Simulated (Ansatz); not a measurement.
The system is I.

```xyz
1
Lattice="0.0000 2.3656 3.9098 2.1922 0.0000 3.9098 2.1922 2.3656 0.0000" Properties=species:S:1:pos:R:3 pbc="T T T"
I     0.0000    0.0000    0.0000
```

| Property | Result |
| --- | --- |
| Program | Ansatz 0.2.0 |
| Task | relaxation of cell and atoms |
| Functional | PBE |
| Dispersion | D4 |
| Potentials or basis | Ansatz PAW |
| Cutoff | 420 eV (not typed: the program's choice for these potentials) |
| k mesh | 9 × 9 × 9 |
| Occupations | fermi-dirac, width 0.05 eV |
| Spin | no spin polarisation |

At the start: volume 40.55 Å³/atom.

Task: How do energy, volume and symmetry change on relaxing?

Result: It ends after 9 steps and the volume is 37.11 Å³/atom (-8.5 %); space group Fmmm (No. 69, to 0.05 Å).

The path:
```tsv
step	energy change (eV)	largest force (eV/Å)	volume (Å³)
1	0.0000	0.0000	40.55
2	-0.0074	0.0000	39.03
3	-0.0120	0.0000	37.01
4	-0.0126	0.0000	37.07
5	-0.0130	0.0000	37.11
6	-0.0131	0.0000	37.13
7	-0.0131	0.0000	37.10
8	-0.0131	0.0000	37.11
9	-0.0128	0.0000	37.11
```

Final structure:
```
I
1.0
     0.00000    2.29018    3.63501
     2.22874    0.00000    3.63501
     2.22874    2.29018    0.00000
I
1
Direct
  0.00000 0.00000 0.00000
```

Caveat: the plane-wave basis is chosen anew once the cell has moved, so the energies of steps on either side of that aren't comparable; an odd number of electrons without spin polarisation forces a metal; a magnetic or distorted state may lie lower; pairwise dispersion overbinds metals, which lowers pressure and volume.
